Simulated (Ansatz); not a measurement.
# Bi (I4/mcm) in Ansatz: reference runs

Aim: a first look at Bi with PBEsol, on the cell as given and on a disturbed one.

All numbers are computed with Ansatz 0.2.0; they aren't measurements. Logs are shortened: lines on timing, memory, paths and dates and some standing lists are left out, and cuts for length are marked.

## (1) The crystal as given

It takes space group I4/mcm (No. 140, tetragonal). The conventional cell has a = 8.899 Å, b = 8.899 Å, c = 4.131 Å, α = 90.00°, β = 90.00°, γ = 90.00°. Bi (site symmetry m2m) is surrounded by 7 Bi at 3.31 to 3.67 Å.

This isn't the form of Bi at room conditions, which is rhombohedral.

## (2) Single point, PBEsol

File input.yaml:

```yaml
crystal:
  lattice:
    - [-4.449748, 4.449748, 2.065632]
    - [4.449748, -4.449748, 2.065632]
    - [4.449748, 4.449748, -2.065632]
  atoms:
    - { symbol: Bi, position: [0.1456555, 0.3543445, 0.5] }
    - { symbol: Bi, position: [0.8543445, 0.6456555, 0.5] }
    - { symbol: Bi, position: [0.6456555, 0.1456555, 0.791311] }
    - { symbol: Bi, position: [0.3543445, 0.8543445, 0.208689] }
hamiltonian:
  xc: pbesol
  pseudopotentials: { kind: paw }
kpoints:
  mp_grid: { grid: [7, 7, 7] }
scf:
  occupations: { method: fermi_dirac, width: 0.05 }
output:
  forces: true
  stress: true
  eigenvalues: true
```

Potentials or basis: Ansatz PAW.

The run is started by

```
$ ansatz run input.yaml --threads 2 --pin off --max-ram 5632MiB --backend cpu --events-out ev --progress --plain --runs-dir out
```

The log of the run:

```text
Warning: RAYON_NUM_THREADS=2 ignored (pool sized by the plan → 2); use --threads N
Engine: ansatz 0.2.0, x86_64-unknown-linux-gnu
Pseudopotentials: kind: paw
Pseudopotential: Bi, paw, valence charge 15, recommended cutoff 420 eV (normal), Bi.paw.azcp
Functional definition: PBEsol
  exchange = pbesol_x
  correlation = pbesol_c
Crystal: 4 atoms, lattice volume = 163.600 Å³
Basis set: ecut = 420 eV, 3187 PW (Γ), exchange–correlation on 90×90×90 points (8 copies of the dense FFT grid, shifted against one another)
Bands: 36, of which v1, the nominal top of the filled ones, is band 30 counted from 1 (29 counted from 0)
Symmetry: 16 space group operations
Space group: I4/mcm (ITA 140), of the structure as read, at distance tolerance 5.5e-5 Å
k-points: 40 of 343
Non-local potential: Bi, projectors of the file, l = 0: 2, l = 1: 2, l = 2: 2, l = 3: 2
PAW form: soft (Blöchl's): semilocal exchange-correlation on the pseudo side does not see the compensation charge
PAW frozen core: Bi, regenerated for the run's functional, and the local potential with it (the file was generated under x = pbe(κ = 0.804, μ = 0.2195149727645171), c = pbe(β = 0.06672455060314922))
PAW one-centre angular grid: Bi, 590 points (default); XC on 64 Gauss nodes
Initial density: superposition of atomic densities (neutral atoms: chi_scale 0, normalization atom), corrected by the library's trained network
Initial wavefunctions: pseudopotential atomic-orbital guess
Functional: x = pbesol(κ = 0.804, μ = 0.12345679012345678), c = pbesol(β = 0.046)
SCF iter   1: F=—  HF=-48967.105623 eV  |F-HF|=—  |Δ(HF+E_count)|=         —  Δρ=1.73e-3  dr2=3.28e-3  ethr=1.77e-3  ⟨swp⟩=7.2  Hψ=6164  notcnv=0
preconditioner: auto → LDOS  [metal: Δε(μ)=0.023 eV  Ē_g=19.137 eV  σ=0.050 eV  W_gap=0.11  n_scr=44 (ndim 8)  ℏωp=22.5 eV  f_vac=0.148  D(μ)=3.36/eV (n_scr^D=16)  β→1.0]
SCF iter   2: F=—  HF=-48967.107233 eV  |F-HF|=—  |Δ(HF+E_count)|=   1.61e-3  Δρ=6.02e-4  dr2=5.38e-4  ethr=5.47e-6  ⟨swp⟩=2.5  Hψ=3150  notcnv=0  defer=7
SCF iter   3: F=—  HF=-48967.107140 eV  |F-HF|=—  |Δ(HF+E_count)|=   9.32e-5  Δρ=2.24e-4  dr2=8.51e-5  ethr=8.97e-7  ⟨swp⟩=2.0  Hψ=2634  notcnv=0  defer=7
SCF iter   4: F=—  HF=-48967.107184 eV  |F-HF|=—  |Δ(HF+E_count)|=   4.44e-5  Δρ=6.07e-5  dr2=5.21e-6  ethr=1.42e-7  ⟨swp⟩=2.0  Hψ=2630  notcnv=0  defer=7
SCF iter   5: F=—  HF=-48967.107184 eV  |F-HF|=—  |Δ(HF+E_count)|=   1.50e-7  Δρ=1.29e-5  dr2=3.25e-7  ethr=8.68e-9  ⟨swp⟩=2.0  Hψ=2637  notcnv=0  defer=7
SCF iter   6: F=-48967.107184 eV  HF=-48967.107184 eV  |F-HF|=5.38e-9  |Δ(HF+E_count)|=   5.73e-8  Δρ=2.82e-6  dr2=1.59e-8  ethr=1.67e-10  ⟨swp⟩=7.5  Hψ=6616  notcnv=0
SCF 1 converged in 6 iterations: F = -48967.107184 eV  dr2 = 1.59e-8
SCF converged after 6 iterations
Free energy (F): -48967.107184 eV
Harris-Foulkes:  -48967.107184 eV  (|F-HF|=5.38e-9)
Internal energy: -48967.079972 eV  (E = F + TS)
E sigma→0 (E₀):  -48967.093578 eV
Entropy (-TS):   -0.027212 eV (-6.803 meV/atom)
Fermi energy:    7.723282 eV
--- Per-component energies (eV) ---
  E_band       = -557.922029
  E_kinetic    = 1207.988826
  E_local      = -7453.990052  (includes V_loc(G=0)·N_el)
  E_nonlocal   = 2246.588169
  E_hartree    = 2582.227378
  E_xc         = -599.364007
  E_vxc        = -574.226689  (∫ρ·V_xc dr)
  E_paw        = -42037.717072  (= ΣΔE_a)
  E_vpaw       = -1148.740004  (= ΣTr[D̂ρ^β])
  E_aug_tail   = -0.001859  (compensation charges beyond the density's cutoff)
  E_ewald      = -4913.170365
  E_core_change = 0.359009  (= ΣΔE_core)
  E_smearing   = -0.027212  (= −TS)
  E_closure    = 0.000000  (closes the sum)
  Σ components = -48967.107184   (vs F -48967.107184, Δ=0.00e0)
--- Forces (eV/Å), atoms counted from 1 ---
  atom   1  Bi     0.08645803    -0.08645803     0.00000000
  atom   2  Bi    -0.08645803     0.08645803     0.00000000
  atom   3  Bi    -0.08645803    -0.08645803     0.00000000
  atom   4  Bi     0.08645803     0.08645803     0.00000000
  max |Σ_I F_I| component: 2.78e-17 eV/Å
--- Stress (GPa, compression-positive) ---
       -1.649583       0.000000       0.000000
        0.000000      -1.649583       0.000000
        0.000000       0.000000      -2.072660
  P = ⅓ Tr σ = -1.7906 GPa (-17.906 kbar)
--- Band table (eV; the first three rows and the last of 40) ---
  k-point 0: bands = ["-15.1511", "-15.1511", "-15.1272", "-15.1055", "-15.1055", "-15.1033", "-15.0804", "-15.0760", "-15.0430", "-15.0150", "-15.0089", "-15.0089", "-14.9768", "-14.9729", "-14.9729", "-14.9651", "-14.9651", "-14.9326", "-14.9318", "-14.8711", "-5.3113", "-2.5400", "-2.1674", "-2.1674", "3.3571", "5.9734", "6.4727", "6.4727", "7.1449", "7.3057", "7.6872", "7.6872", "10.6980", "10.6980", "10.8796", "11.3962"]
  k-point 1: bands = ["-15.1575", "-15.1523", "-15.1250", "-15.1132", "-15.1037", "-15.0950", "-15.0808", "-15.0721", "-15.0476", "-15.0165", "-15.0066", "-15.0036", "-14.9797", "-14.9767", "-14.9666", "-14.9651", "-14.9630", "-14.9351", "-14.9290", "-14.8748", "-5.2597", "-2.8886", "-2.1625", "-1.9019", "3.5457", "5.6130", "6.3375", "6.8443", "6.8884", "7.3736", "7.6841", "8.1269", "10.3473", "10.6701", "11.3682", "11.5096"]
  k-point 2: bands = ["-15.1694", "-15.1545", "-15.1204", "-15.1201", "-15.0989", "-15.0870", "-15.0811", "-15.0659", "-15.0566", "-15.0198", "-15.0042", "-14.9930", "-14.9842", "-14.9806", "-14.9650", "-14.9616", "-14.9500", "-14.9418", "-14.9238", "-14.8854", "-5.1215", "-3.3604", "-2.1514", "-1.6382", "4.0417", "5.2180", "6.0482", "6.5206", "7.4051", "7.4530", "7.6774", "8.8491", "9.9502", "10.6776", "11.7210", "11.7221"]
  k-point 39: bands = ["-15.2250", "-15.1366", "-15.1062", "-15.0866", "-15.0850", "-15.0795", "-15.0762", "-15.0656", "-15.0575", "-15.0253", "-15.0231", "-15.0188", "-14.9922", "-14.9764", "-14.9615", "-14.9598", "-14.9513", "-14.9148", "-14.9127", "-14.9077", "-4.4845", "-3.6997", "-3.5858", "-0.5006", "4.2044", "5.8529", "5.8641", "6.2242", "7.1858", "8.7506", "9.0535", "9.0646", "9.6160", "9.8098", "10.0834", "10.6222"]
```

It took 9.7 s on 2 threads of AMD EPYC 7R43 (Zen 3), shared host; peak memory 0.58 GiB.

What came out:

```yaml
Free_energy: -48967.1072 eV
Pressure: -1.8 GPa
Largest_force: 0.122 eV/Å
Band_gap_on_the_k_mesh: none (metal or under the smearing width)
```

Forces in eV/Å, atoms in the order of the input:
```
Bi   0.086 -0.086  0.000
Bi  -0.086  0.086  0.000
Bi  -0.086 -0.086  0.000
Bi   0.086  0.086  0.000
```

Caveat: spin-orbit coupling is left out, which moves the levels of the heavy elements; the PAW data sets come from PBE, with cores solved anew for the run's functional, which leaves a small shift of forces and pressure.

## (3) Single point, PBEsol (atoms moved at random, drawn with an rms of 0.05 Å)

File input.yaml:

```yaml
crystal:
  lattice:
    - [-4.449748, 4.449748, 2.065632]
    - [4.449748, -4.449748, 2.065632]
    - [4.449748, 4.449748, -2.065632]
  atoms:
    - { symbol: Bi, position: [0.14799, 0.356914, 0.502299] }
    - { symbol: Bi, position: [0.854406, 0.643741, 0.495596] }
    - { symbol: Bi, position: [0.654179, 0.147829, 0.791532] }
    - { symbol: Bi, position: [0.344259, 0.846682, 0.212656] }
hamiltonian:
  xc: pbesol
  pseudopotentials: { kind: paw }
kpoints:
  mp_grid: { grid: [7, 7, 7] }
scf:
  occupations: { method: fermi_dirac, width: 0.05 }
output:
  forces: true
  stress: true
  eigenvalues: true
```

Potentials or basis: Ansatz PAW.

The run is started by

```
$ ansatz run input.yaml --threads 2 --pin off --max-ram 5632MiB --backend cpu --events-out ev --progress --plain --runs-dir out
```

The log of the run:

```text
Warning: RAYON_NUM_THREADS=2 ignored (pool sized by the plan → 2); use --threads N
[... 6 set-up lines as earlier in the session ...]
Crystal: 4 atoms, lattice volume = 163.600 Å³
Basis set: ecut = 420 eV, 3187 PW (Γ), exchange–correlation on 90×90×90 points (8 copies of the dense FFT grid, shifted against one another)
Bands: 36, of which v1, the nominal top of the filled ones, is band 30 counted from 1 (29 counted from 0)
Symmetry: 1 space group operations
Space group: P1 (ITA 1), of the structure as read, at distance tolerance 5.5e-5 Å
k-points: 172 of 343 (time reversal used)
[... 2 set-up lines as earlier in the session ...]
[... 29 lines left out ...]
  E_paw        = -42037.709693  (= ΣΔE_a)
  E_vpaw       = -1148.714135  (= ΣTr[D̂ρ^β])
  E_aug_tail   = -0.001856  (compensation charges beyond the density's cutoff)
  E_ewald      = -4903.352593
  E_core_change = 0.359009  (= ΣΔE_core)
  E_smearing   = -0.026570  (= −TS)
  E_closure    = 0.000000  (closes the sum)
  Σ components = -48967.106619   (vs F -48967.106619, Δ=0.00e0)
--- Forces (eV/Å), atoms counted from 1 ---
  atom   1  Bi     0.01133433    -0.05351616    -0.00328088
  atom   2  Bi     0.03565948     0.13093781    -0.02046133
  atom   3  Bi    -0.01322311    -0.13833469     0.03094604
  atom   4  Bi    -0.03376978     0.06091349    -0.00720355
  max |Σ_I F_I| component: 9.25e-7 eV/Å
--- Stress (GPa, compression-positive) ---
       -1.321108      -0.013435       0.033089
       -0.013435      -1.624991       0.098007
        0.033089       0.098007      -1.987983
  P = ⅓ Tr σ = -1.6447 GPa (-16.447 kbar)
--- Band table (eV; the first three rows and the last of 172) ---
  k-point 0: bands = ["-15.1622", "-15.1415", "-15.1294", "-15.1084", "-15.1042", "-15.1037", "-15.0844", "-15.0834", "-15.0436", "-15.0123", "-15.0054", "-15.0036", "-14.9774", "-14.9744", "-14.9670", "-14.9632", "-14.9600", "-14.9322", "-14.9250", "-14.8700", "-5.3353", "-2.4921", "-2.2867", "-2.0874", "3.3444", "5.9458", "6.4839", "6.5081", "7.0805", "7.2634", "7.6388", "7.8046", "10.5949", "10.8436", "10.9039", "11.4174"]
  k-point 1: bands = ["-15.1652", "-15.1477", "-15.1266", "-15.1147", "-15.1038", "-15.0956", "-15.0834", "-15.0784", "-15.0478", "-15.0137", "-15.0028", "-15.0002", "-14.9789", "-14.9767", "-14.9657", "-14.9611", "-14.9579", "-14.9336", "-14.9234", "-14.8736", "-5.2848", "-2.8704", "-2.1893", "-1.8839", "3.5337", "5.6034", "6.3562", "6.8057", "6.8949", "7.3473", "7.6876", "8.1549", "10.3351", "10.7120", "11.3927", "11.5336"]
  k-point 2: bands = ["-15.1738", "-15.1544", "-15.1224", "-15.1217", "-15.0988", "-15.0885", "-15.0818", "-15.0696", "-15.0564", "-15.0174", "-15.0010", "-14.9912", "-14.9817", "-14.9796", "-14.9640", "-14.9601", "-14.9456", "-14.9391", "-14.9191", "-14.8841", "-5.1501", "-3.3437", "-2.1678", "-1.6266", "4.0304", "5.2153", "6.0670", "6.4940", "7.3935", "7.4492", "7.6891", "8.8492", "9.9240", "10.7082", "11.6687", "11.7413"]
  k-point 171: bands = ["-15.1641", "-15.1529", "-15.1184", "-15.1130", "-15.0840", "-15.0782", "-15.0629", "-15.0599", "-15.0382", "-15.0208", "-15.0162", "-15.0052", "-14.9963", "-14.9776", "-14.9713", "-14.9556", "-14.9438", "-14.9366", "-14.9219", "-14.9113", "-4.4906", "-2.9358", "-2.1126", "-1.9766", "3.5881", "4.4946", "4.6347", "5.4360", "6.0530", "7.6209", "8.5367", "9.0108", "9.5410", "10.2948", "10.9455", "11.3245"]
```

It took 46 s on 2 threads of AMD EPYC 7R43 (Zen 3), shared host; peak memory 0.97 GiB.

Results:

```
Free energy            : -48967.1066 eV
Pressure               : -1.6 GPa
Largest force          : 0.142 eV/Å
Band gap on the k mesh : none (metal or under the smearing width)
```

Forces on the atoms (eV/Å):
```
Bi   0.011 -0.054 -0.003
Bi   0.036  0.131 -0.020
Bi  -0.013 -0.138  0.031
Bi  -0.034  0.061 -0.007
```

Levels at points of the mesh, in eV from the Fermi level:
```csv
k point,band 27,band 28,band 29,band 30,band 31,band 32,band 33,band 34
"(0.00, 0.00, 0.00)",-1.25,-1.22,-0.65,-0.47,-0.09,0.07,2.86,3.11
```

Caveat: spin-orbit coupling is left out, which moves the levels of the heavy elements; the PAW data sets come from PBE, with cores solved anew for the run's functional, which leaves a small shift of forces and pressure.
